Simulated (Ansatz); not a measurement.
A 2-atom cell of KI started from a crystallographic database, relaxed with r2SCAN, was run in Ansatz under altered settings. All numbers are computed, without spin polarisation but where a row says otherwise.

```xyz
2
Lattice="0.0000 3.5446 3.5446 3.5446 0.0000 3.5446 3.5446 3.5446 0.0000" Properties=species:S:1:pos:R:3 pbc="T T T"
K     0.0000    0.0000    0.0000
I     3.5446    3.5446    3.5446
```

The base run's other keys:
```yaml
kpoints:
  mp_grid: { grid: [4, 4, 4] }
hamiltonian:
  xc: pbesol
scf:
  occupations: { method: fixed }
  n_extra_bands: 4
```

It takes 6 iterations with 1807 plane waves at 420 eV and 8 k points, and leaves a mean stress of -0.38 GPa. The gap over this mesh is 3.797 eV. It ran on 4 threads of Arm Neoverse N1, with other jobs on the host.

Outcomes, with energy and stress as changes against the base:
```csv
setting,outcome,ΔF (meV/atom),Δ mean stress (GPa),gap on the mesh (eV),iterations,wall time
"kpoints.mp_grid.grid: [5, 5, 5]",converged,-0.4,-0.01,3.798,6,1.1 s
scf.eigensolver.kind: dense,cut off,–,–,–,4,59 s
hamiltonian.xc: lda,converged,–,-1.01,3.583,6,0.89 s
basis.ecutwfc: 600,converged,-0.6,0.00,3.797,6,1.2 s
scf.mixing.preconditioner: none,converged,0.0,0.00,3.797,6,0.94 s
scf.occupations: tetrahedron,"converged, warned",0.0,–,3.797,6,0.95 s
hamiltonian.xc: mr2scan (cutoff then 500 eV),converged,–,+0.41,4.585,6,2.1 s
basis.ecutwfc: 350,"converged, warned",+1.7,0.00,3.797,6,0.79 s
scf.occupations: methfessel_paxton 0.5,converged,0.0,0.00,3.797,6,0.96 s
scf.occupations: gaussian 0.5,converged,0.0,0.00,3.797,6,0.97 s
basis.ecutwfc: 200,"converged, warned",+4886,+0.56,3.775,7,0.65 s
scf.mixing.ndim: 2,converged,0.0,0.00,3.798,6,0.95 s
scf.convergence.dr2_threshold: 0.01,"converged, warned",0.0,0.0,3.797,6,1 s
```
A dash marks a value that wasn't obtained or can't be compared. «Cut off» means the job's short time limit, which needn't be the setting's fault. Stress is positive in compression. The base took 0.95 s.

- scf.eigensolver.kind: dense. It was cut off at its time limit, after 4 iterations (the base needs 6). Error: SIGTERM received: cancelled by the caller after 4 completed SCF iterations
- hamiltonian.xc: lda. The mean stress moves by -1.01 GPa and the gap on the mesh by -0.214 eV (to 3.583). It's another functional on the same cell, so totals aren't comparable.
- scf.occupations: tetrahedron. Energy, stress and gap stay within 1 meV an atom, 0.1 GPa and 0.005 eV of the base. Warned: band table not solved further, tetrahedron derivatives may miss energy slope.
- hamiltonian.xc: mr2scan. The cutoff follows the functional, from 420 to 500 eV. The mean stress moves by +0.41 GPa and the gap on the mesh by +0.788 eV (to 4.585). It's another functional on the same cell, so totals aren't comparable.
- basis.ecutwfc: 350. 1363 plane waves in place of 1807. The free energy moves by +1.7 meV an atom, the mean stress by 0.00 GPa and the gap on the mesh by 0.000 eV (to 3.797). The basis is too small: these are errors of the cutoff. Warned: cutoff below recommended.
- basis.ecutwfc: 200. 537 plane waves in place of 1807. The free energy moves by +4886 meV an atom, the mean stress by +0.56 GPa and the gap on the mesh by -0.022 eV (to 3.775). The basis is too small: these are errors of the cutoff. Warned: cutoff below recommended.
- scf.convergence.dr2_threshold: 0.01. It converges in 6 iterations, as the base does. Even so loose a threshold leaves the results unchanged here, which can't be counted on. Warned: force scf threshold loose, stress scf threshold loose.

Within 1 meV an atom, 0.1 GPa and 0.005 eV of the base stay: kpoints.mp_grid.grid: [5, 5, 5]; basis.ecutwfc: 600; scf.mixing.preconditioner: none; scf.occupations: tetrahedron; scf.occupations: methfessel_paxton 0.5; scf.occupations: gaussian 0.5; scf.mixing.ndim: 2; scf.convergence.dr2_threshold: 0.01.

Spin-orbit coupling is left out, which matters wherever the heavy atoms make up the band edges.
